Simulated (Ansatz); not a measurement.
# SiC (Moissanite): a many-body input that goes wrong, and its mend

A first try at the G0W0 gap of SiC (Moissanite), what the program said, and an input that works.

Calculated with Ansatz 0.2.0; G0W0 on PBE, plane waves, PAW.

### 1. The structure

It takes space group P6_3mc (No. 186, hexagonal). Conventional cell: a = 3.081 Å, b = 3.081 Å, c = 15.125 Å, α = 90.00°, β = 90.00°, γ = 120.00°. Si has 4 C at 1.88 to 1.90 Å nearest. Si has 4 C at 1.89 Å nearest. Nearest to Si lie 4 C at 1.89 Å. C has 4 Si at 1.88 to 1.89 Å nearest. Nearest to C lie 4 Si at 1.89 Å. Nearest to C lie 4 Si at 1.89 to 1.90 Å. Farther neighbours are not listed.

The cell and positions come from the Crystallography Open Database and are kept as given unless a step says otherwise. The default PAW set here is soft_2. Its files were made with PBE.

### 2. First try

File input.yaml:

```yaml
crystal:
  lattice:
    - [3.081, 0.0, 0.0]
    - [-1.5405, 2.6682242691, 0.0]
    - [0.0, 0.0, 15.1248]
  atoms:
    - { symbol: Si, position: [0.0, 0.0, 0.0] }
    - { symbol: Si, position: [0.0, 0.0, 0.5] }
    - { symbol: Si, position: [0.3333333333, 0.6666666667, 0.1664] }
    - { symbol: Si, position: [0.6666666667, 0.3333333333, 0.6664] }
    - { symbol: Si, position: [0.6666666667, 0.3333333333, 0.3329] }
    - { symbol: Si, position: [0.3333333333, 0.6666666667, 0.8329] }
    - { symbol: C, position: [0.3333333333, 0.6666666667, 0.0412] }
    - { symbol: C, position: [0.6666666667, 0.3333333333, 0.5412] }
    - { symbol: C, position: [0.6666666667, 0.3333333333, 0.208] }
    - { symbol: C, position: [0.3333333333, 0.6666666667, 0.708] }
    - { symbol: C, position: [0.0, 0.0, 0.3746] }
    - { symbol: C, position: [0.0, 0.0, 0.8746] }
kpoints:
  mp_grid: { grid: [6, 6, 1] }
hamiltonian:
  xc: pbe
scf:
  occupations: { method: fixed }
gw:
  n_empty_bands: 202
  ecut_chi: 10
  qp_bands: [v4, c4]
  qp_kpoints: band_edges
  screening: { model: contour_deformation }
```

Launch:

```console
ansatz run input.yaml --threads 3 --pin off --max-ram 92160MiB --backend cuda --events-out ev --progress --plain --runs-dir out --devices 1 --max-vram 13GiB
```

Numbers of over 12 decimals in the logs are rounded to 6 here.

Output:

```text
GPUs: using 1 of 1 available (devices: 1).
Engine: ansatz 0.2.0, x86_64-unknown-linux-gnu
Pseudopotentials: kind: paw
Pseudopotential: Si, paw, valence charge 4, recommended cutoff 420 eV (normal), Si.paw.azcp
Pseudopotential: C, paw, valence charge 4, recommended cutoff 420 eV (normal), C.paw.azcp
Functional definition: PBE
  parameter kappa = 0.804
  parameter beta = 0.066725
  exchange = pbe_x(kappa = kappa, mu = beta*pi^2/3)
  correlation = pbe_c(beta = beta)
device memory: the entry about to start is reckoned to put 2.1 GiB on a device that reports 38.8 GiB free (of which the cap on the GPU budget leaves the run 13.0 GiB)
GPU FFT provider: cuFFT
GPU libraries: cuBLAS 13.8.2, cuFFT 12.4.0, cuSOLVER 12.3.4
Crystal: 12 atoms, lattice volume = 124.338 Å³
Basis set: ecut = 420 eV, 2415 PW (Γ)
Bands: 36, of which v1, the nominal top of the filled ones, is band 24 counted from 1 (23 counted from 0)
Symmetry: 12 space group operations
Space group: P63mc (ITA 186), of the structure as read, at distance tolerance 5.0e-5 Å
k-points: 7 of 36
Non-local potential: Si, projectors of the file, l = 0: 2, l = 1: 2, l = 2: 2
Non-local potential: C, projectors of the file, l = 0: 2, l = 1: 2, l = 2: 1
PAW form: soft (Blöchl's): semilocal exchange-correlation on the pseudo side does not see the compensation charge
PAW one-centre angular grid: Si, 110 points (default); XC on 64 Gauss nodes
PAW one-centre angular grid: C, 110 points (default); XC on 64 Gauss nodes
Initial density: superposition of atomic densities (neutral atoms: chi_scale 0, normalization atom), corrected by the library's trained network
Initial wavefunctions: pseudopotential atomic-orbital guess
GPU buffer pool allocated for 62208 grid points (all kernels)
GPU transforms: local potential and band sums: pruned to the plane-wave sphere, on 24×24×108
Functional: x = pbe(κ = 0.804, μ = 0.219515), c = pbe(β = 0.066725)
SCF iter   1: F=—  HF=-5322.913798 eV  |F-HF|=—  |Δ(HF+E_count)|=         —  Δρ=2.34e-3  dr2=6.81e-3  ethr=1.77e-3  ⟨swp⟩=4.9  Hψ=1039  notcnv=0  defer=66
preconditioner: auto → none  [insulator: Δε(μ)=1.988 eV  Ē_g=11.953 eV  n_scr=10 (ndim 8)  ℏωp=23.1 eV  f_vac=0.000  ε∞_Penn≈4.7]
SCF iter   2: F=—  HF=-5322.914047 eV  |F-HF|=—  |Δ(HF+E_count)|=   2.49e-4  Δρ=9.12e-4  dr2=8.20e-4  ethr=1.42e-5  ⟨swp⟩=2.4  Hψ=483  notcnv=0  defer=70
SCF iter   3: F=—  HF=-5322.914169 eV  |F-HF|=—  |Δ(HF+E_count)|=   1.22e-4  Δρ=4.27e-4  dr2=2.30e-4  ethr=1.71e-6  ⟨swp⟩=2.0  Hψ=356  notcnv=0  defer=70
SCF iter   4: F=—  HF=-5322.914251 eV  |F-HF|=—  |Δ(HF+E_count)|=   8.18e-5  Δρ=2.42e-4  dr2=6.02e-5  ethr=4.79e-7  ⟨swp⟩=2.1  Hψ=318  notcnv=0  defer=60
SCF iter   5: F=—  HF=-5322.914284 eV  |F-HF|=—  |Δ(HF+E_count)|=   3.32e-5  Δρ=9.50e-5  dr2=7.26e-6  ethr=1.25e-7  ⟨swp⟩=2.4  Hψ=359  notcnv=0  defer=49
SCF iter   6: F=—  HF=-5322.914292 eV  |F-HF|=—  |Δ(HF+E_count)|=   7.85e-6  Δρ=1.90e-5  dr2=3.20e-7  ethr=1.51e-8  ⟨swp⟩=2.1  Hψ=358  notcnv=0  defer=52
SCF iter   7: F=-5322.914292 eV  HF=-5322.914292 eV  |F-HF|=1.20e-8  |Δ(HF+E_count)|=   3.92e-7  Δρ=3.54e-6  dr2=3.17e-8  ethr=2.08e-10  ⟨swp⟩=12.3  Hψ=1255  notcnv=0
SCF 1 converged in 7 iterations: F = -5322.914292 eV  dr2 = 3.17e-8
[...]
device memory: the entry about to start is reckoned to put 3.0 GiB on a device that reports 38.1 GiB free (of which the cap on the GPU budget leaves the run 13.0 GiB)
NSCF: frozen V_eff on 7 k-points
[...]
device memory: the entry about to start is reckoned to put 4.5 GiB on a device that reports 38.1 GiB free (of which the cap on the GPU budget leaves the run 13.0 GiB)
NSCF: frozen V_eff on 7 k-points
G₀W₀ screening: q 1/7
[... further progress lines ...]
device memory: the entry about to start is reckoned to put 0.6 GiB on a device that reports 44.5 GiB free (of which the cap on the GPU budget leaves the run 13.0 GiB)
NSCF: frozen V_eff on 1 k-points
device memory: the entry about to start is reckoned to put 0.6 GiB on a device that reports 44.4 GiB free (of which the cap on the GPU budget leaves the run 13.0 GiB)
NSCF: frozen V_eff on 1 k-points
device memory: the entry about to start is reckoned to put 0.6 GiB on a device that reports 44.4 GiB free (of which the cap on the GPU budget leaves the run 13.0 GiB)
NSCF: frozen V_eff on 1 k-points
SCF converged after 7 iterations
Free energy (F): -5322.914292 eV
Harris-Foulkes:  -5322.914292 eV  (|F-HF|=1.20e-8)
Internal energy: -5322.914292 eV  (E = F + TS)
E sigma→0 (E₀):  -5322.914292 eV
Fermi energy:    9.513416 eV
--- Per-component energies (eV) ---
  E_band       = 171.590891
  E_kinetic    = 814.098668
  E_local      = -628.843099  (includes V_loc(G=0)·N_el)
  E_nonlocal   = 310.865722
  E_hartree    = 193.408378
  E_xc         = -632.912611
  E_vxc        = -656.086980  (∫ρ·V_xc dr)
  E_paw        = -3672.514534  (= ΣΔE_a)
  E_vpaw       = -55.260760  (= ΣTr[D̂ρ^β])
  E_aug_tail   = 0.000069  (compensation charges beyond the density's cutoff)
  E_ewald      = -1707.016885
  E_smearing   = -0.000000  (= −TS)
  E_closure    = 0.000000  (closes the sum)
  Σ components = -5322.914292   (vs F -5322.914292, Δ=0.00e0)
--- Band table (eV; the first three rows and the last of 7) ---
  k-point 0: bands = [... 20 lower, 9.2255, 9.4783, 9.5134, 9.5134, 14.6749, 14.8456, 15.2478, 15.7570, ... 8 higher]
  k-point 1: bands = [... 20 lower, 8.7256, 8.8115, 9.1748, 9.2752, 14.2296, 14.6081, 14.7040, 15.3849, ... 8 higher]
  k-point 2: bands = [... 20 lower, 7.9925, 8.0698, 8.4356, 8.6866, 12.3227, 12.4120, 13.2618, 13.8391, ... 8 higher]
  k-point 6: bands = [... 20 lower, 6.3760, 7.3082, 7.4397, 7.4397, 13.0006, 13.0006, 13.2542, 14.5518, ... 8 higher]
--- G₀W₀: contour deformation, 6 samples at zero and on the imaginary axis and 1 off it, 36 q-points, 202 empty bands' worth ---
  eigenvalues of the whole cell's RPA ε∞ on this k-mesh (on a slab, of 1 + 4πα/V) = 7.5966, 7.6627, 7.6627; static W/v taken at q = 0 is 0.130926
  gw.qp_kpoints: band_edges: 5 of 7 stored k-points solved, in 1 pass; an edge of the gap read off the rows below is read off those points alone
    valence top: of the k-points left out ik 4 came nearest to being solved in a further pass, in band 24 (counted from 1, as in the quasiparticle table): it holds the edge there only if its correction is more favourable than any solved in that band by at least 0.718 eV; those differ by 0.270 eV
    conduction bottom: of the k-points left out ik 5 came nearest to being solved in a further pass, in band 25 (counted from 1, as in the quasiparticle table): it holds the edge there only if its correction is more favourable than any solved in that band by at least 1.083 eV; those differ by 0.463 eV
    ik  band        ε_KS         Σx   Σc(E_QP)       V_xc       Z   E_QP_lin       E_QP  E_QP is
     0    21      9.2255   -18.3899     2.8160   -15.6857  0.8413     9.3372     9.3373  root
     0    22      9.4783   -18.2984     2.7367   -15.7208  0.8425     9.6374     9.6375  root
     0    23      9.5134   -18.3424     2.7529   -15.7474  0.8428     9.6712     9.6714  root
     0    24      9.5134   -18.3424     2.7529   -15.7474  0.8428     9.6712     9.6714  root
     0    25     14.6749    -9.1280    -3.8474   -14.4799  0.8424    16.1977    16.1794  root
     0    26     14.8456    -9.0276    -3.8772   -14.4306  0.8421    16.3920    16.3713  root
     0    27     15.2478    -9.0122    -3.9445   -14.4943  0.8400    16.8054    16.7853  root
     0    28     15.7570    -8.8680    -4.0396   -14.5138  0.8366    17.3855    17.3632  root
     1    21      8.7256   -18.4195     2.9055   -15.5623  0.8391     8.7739     8.7739  root
     1    22      8.8115   -18.4112     2.9009   -15.5596  0.8393     8.8607     8.8608  root
     1    23      9.1748   -18.3166     2.7798   -15.6550  0.8412     9.2930     9.2931  root
     1    24      9.2752   -18.4771     2.8043   -15.7915  0.8418     9.3938     9.3939  root
     1    25     14.2296    -7.3844    -3.7856   -12.5160  0.8413    15.5899    15.5756  root
     1    26     14.6081    -7.4023    -3.8465   -12.6423  0.8394    16.0186    16.0016  root
[...]
6    24      7.4397   -18.4980     3.2033   -15.1829  0.8308     7.3278     7.3279  root
     6    25     13.0006    -6.9154    -3.5290   -11.6093  0.8452    14.1748    14.1654  root
     6    26     13.0006    -6.9154    -3.5290   -11.6093  0.8452    14.1748    14.1654  root
     6    27     13.2542    -7.1477    -3.5949   -11.9634  0.8447    14.4857    14.4749  root
     6    28     14.5518    -7.3782    -3.7980   -12.5445  0.8366    15.9371    15.9202  root
```

The job ended after 12 s (1 × NVIDIA H100 80GB HBM3 (shared by 6 runs) with 3 threads of AMD EPYC 7R13 (Zen 3), shared host; peak memory 1.1 GiB).

Q: What is the fault?

The run ended normally, though the input holds a fault or crude settings.

The fault: screening cutoff of 10 eV. Nearly all local fields and short-range correlation are left out.

It printed a gap of 2.90 eV, which is an artefact of the settings.

### 3. A better input

Now the one-shot GW correction: screening in the RPA, then the self-energy of the levels asked for.

input.yaml, as its differences from that of step 2:

```diff
@@ -19,3 +19,3 @@
 kpoints:
-  mp_grid: { grid: [6, 6, 1] }
+  mp_grid: { grid: [6, 6, 2] }
 hamiltonian:
@@ -25,4 +25,4 @@
 gw:
-  n_empty_bands: 202
-  ecut_chi: 10
+  n_empty_bands: 265
+  ecut_chi: 96
   qp_bands: [v4, c4]
```

Output:

```text
GPUs: using 1 of 1 available (devices: 1).
[...]
GPU FFT provider: cuFFT
GPU libraries: cuBLAS 13.8.2, cuFFT 12.4.0, cuSOLVER 12.3.4
Crystal: 12 atoms, lattice volume = 124.338 Å³
Basis set: ecut = 420 eV, 2415 PW (Γ)
Bands: 36, of which v1, the nominal top of the filled ones, is band 24 counted from 1 (23 counted from 0)
[... 1 set-up line as in the run before ...]
[...]
k-points: 14 of 72
[...]
GPU buffer pool allocated for 62208 grid points (all kernels)
[...]
SCF iter   1: F=—  HF=-5322.920596 eV  |F-HF|=—  |Δ(HF+E_count)|=         —  Δρ=2.37e-3  dr2=6.93e-3  ethr=1.77e-3  ⟨swp⟩=4.9  Hψ=2072  notcnv=0  defer=136
[...]
SCF iter   7: F=-5322.920997 eV  HF=-5322.920997 eV  |F-HF|=2.21e-8  |Δ(HF+E_count)|=   2.56e-7  Δρ=3.64e-6  dr2=3.88e-8  ethr=2.08e-10  ⟨swp⟩=11.9  Hψ=2450  notcnv=0
SCF 1 converged in 7 iterations: F = -5322.920997 eV  dr2 = 3.88e-8
[...]
0    21      9.2257   -18.3835     2.3434   -15.6855  0.7904     8.8702     8.8711  root
     0    22      9.4776   -18.2300     2.1937   -15.7206  0.7921     9.1612     9.1619  root
     0    23      9.5128   -18.3347     2.2650   -15.7474  0.7916     9.1898     9.1905  root
     0    24      9.5128   -18.3347     2.2650   -15.7474  0.7916     9.1898     9.1905  root
     0    25     14.6746    -9.1256    -4.6610   -14.4799  0.8034    15.3719    15.3680  root
     0    26     14.8456    -9.0261    -4.7096   -14.4308  0.8022    15.5448    15.5408  root
     0    27     15.2466    -9.0106    -4.7830   -14.4943  0.8000    15.9518    15.9474  root
     0    28     15.7559    -8.8661    -4.9333   -14.5141  0.7948    16.4755    16.4706  root
[...]
13    25     13.1856    -7.0479    -4.1972   -11.7035  0.8132    13.6455    13.6441  root
    13    26     13.1856    -7.0479    -4.1972   -11.7035  0.8132    13.6455    13.6441  root
    13    27     13.8244    -7.3527    -4.3783   -12.2663  0.8083    14.3620    14.3597  root
    13    28     13.8244    -7.3527    -4.3783   -12.2663  0.8083    14.3620    14.3597  root
[key lines of the parts left out:]
SCF converged after 7 iterations
Free energy (F): -5322.920997 eV
Fermi energy:    9.512835 eV
```

Elapsed: 29 s, on 1 × NVIDIA H100 80GB HBM3 (shared by 6 runs) with 3 threads; peak memory 1.4 GiB.

This step gave:

- bands summed: 289
- RPA ε∞ on this mesh (eigenvalues): 6.876, 7.043, 7.043
- plane waves in the screening matrix: 295
- q-points in the mesh: 72
- G0W0 gap on the mesh: 2.712 eV
- k of the valence top: 0, 0, 0
- k of the conduction bottom: 0, -0.5, 0
- starting gap on the mesh: 2.013 eV
- Z at the valence top: 0.7916
- Z at the conduction bottom: 0.8157
- least direct G0W0 gap on the computed points: 3.927 eV

The gap on the mesh goes from 2.01 eV to 2.71 eV, a correction of +0.70 eV. Between the two edge states, bare exchange in place of the xc potential would open the gap by 6.80 eV, and correlation takes back 6.10 eV.

### 4. Summary of results

```json
{
  "first try": "converged after 12 s",
  "better run": "G0W0 gap on the mesh 2.71 eV (6×6×2 mesh, 265 empty bands, screening to 96 eV)"
}
```

What this shows: The second run differs in: mesh, empty bands and screening cutoff (eV). Bands and cutoff are finite, so the gap is not at the basis limit. The miss can reach some tenths of an eV and take either sign; the mesh is an error of its own.

[Paths, hosts, dates, memory and timing lines, banners, echoed tables and standing remarks are left out of the program output.]

[Logs are printed without paths, hosts, clocks, repeated set-up lines and the standing remarks that a program may print on its own settings, such as how far it seeks lower states.]

[Runs of the session that timed out or met a known fault of the program may be left out.]

[Cells called generated may have been cut or substituted from an entry of the Crystallography Open Database or the Materials Project.]

[Hosts, paths, dates, database ids (printed as entryN), source tags and the programs' standing remarks are cut or masked in the printed files.]
